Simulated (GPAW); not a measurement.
Set up this calculation in GPAW 26.7.0, as an ASE script.

| Property | Result |
| --- | --- |
| Task | dielectric tensor |
| Functional | PBE |
| Potentials or basis | GPAW PAW data sets (gpaw-data 1.2.1) |
| Cutoff | 600 eV |
| Basis | pw |
| k mesh | 8 × 8 × 8 |
| Occupations | fermi-dirac, width 0.001 eV |
| Spin | no spin polarisation |
| Response ecut | 80 eV |
| Maxiter | 150 |
| Response k mesh | 11 × 11 × 11 |
| Response bands | 72 |
| Kernels | ["RPA", "LR0.1", "LR0.3"] |
| Coarser k mesh | 8 × 8 × 8 |

The system is TiO2 (Anatase).

```xyz
6
Lattice="-1.8921 1.8921 4.7573 1.8921 -1.8921 4.7573 1.8921 1.8921 -4.7573" Properties=species:S:1:pos:R:3 pbc="T T T"
Ti    0.0000    1.8921    2.3786
Ti    0.0000    0.0000    0.0000
O     0.0000    0.0000    7.5346
O     0.0000    1.8921    0.3987
O     0.0000    1.8921    4.3586
O     0.0000    0.0000    1.9800
```

The input as run:

run.py

```python
import numpy as np
from ase import Atoms
from ase.dft.bandgap import bandgap
from ase.io import write
from gpaw import GPAW, PW
from gpaw.response.df import DielectricFunction

atoms = Atoms(['Ti', 'Ti', 'O', 'O', 'O', 'O'],
              cell=[[-1.8921, 1.8921, 4.7573],
                    [1.8921, -1.8921, 4.7573],
                    [1.8921, 1.8921, -4.7573]],
              scaled_positions=[[0.75, 0.25, 0.5],
                                [0.0, 0.0, 0.0],
                                [0.7919, 0.7919, 0.0],
                                [0.5419, 0.0419, 0.5],
                                [0.9581, 0.4581, 0.5],
                                [0.2081, 0.2081, 0.0]],
              pbc=True)

calc = GPAW(mode=PW(600),
            xc='PBE',
            kpts={'size': (8, 8, 8), 'gamma': True},
            occupations={'name': 'fermi-dirac', 'width': 0.001},
            nbands=43,
            convergence={'density': 1e-06},
            maxiter=150,
            txt='gpaw.txt')
atoms.calc = calc
energy = atoms.get_potential_energy()
calc.write('gs.gpw')
write('result.traj', atoms)
print(f'Energy: {energy:.6f} eV')
print('Fermi level:', round(calc.get_fermi_level(), 4), 'eV')
print(f'Gap: {bandgap(calc)[0]:.4f} eV, direct: {bandgap(calc, direct=True)[0]:.4f} eV')

for size in [(8, 8, 8), (11, 11, 11)]:
    name = 'x'.join(str(n) for n in size)
    dense = calc.fixed_density(kpts={'size': size, 'gamma': True},
                               nbands=78, convergence={'bands': 72, 'eigenstates': 1e-7},
                               update_fermi_level=True, txt=f'dense-{name}.txt')
    dense.write(f'{name}.gpw', mode='all')
    df = DielectricFunction(f'{name}.gpw', frequencies=np.array([0.0]), hilbert=False, eta=0.001,
                            ecut=80, nbands=72, intraband=False, txt=f'df-{name}.txt')
    for xc in ['RPA', 'LR0.1', 'LR0.3']:
        for direction in ['x', 'y', 'z', [0, 1, 1], [1, 0, 1], [1, 1, 0]]:
            e0, e = df.get_macroscopic_dielectric_constant(xc=xc, direction=direction)
            print(f'{name} {xc} {direction}: {e0:.4f} without, {e:.4f} with local fields')
```

Potentials or basis: GPAW PAW data sets (gpaw-data 1.2.1), pw.

Run with:

```console
$ OMP_NUM_THREADS=1 python run.py
```

It gave:

- Band gap on the k mesh: 2.17 eV, indirect (least direct gap 2.47 eV)
- Electronic dielectric tensor (diagonal): 6.02, 6.02, 5.58

Caveat: the long-wavelength limit can be off by several per cent where d states take part; an odd mesh through Γ misses points on the zone boundary, where band edges often lie.

It took 29 min on 1 thread of Arm Neoverse V1 (shared host), peak memory 1.2 GiB.
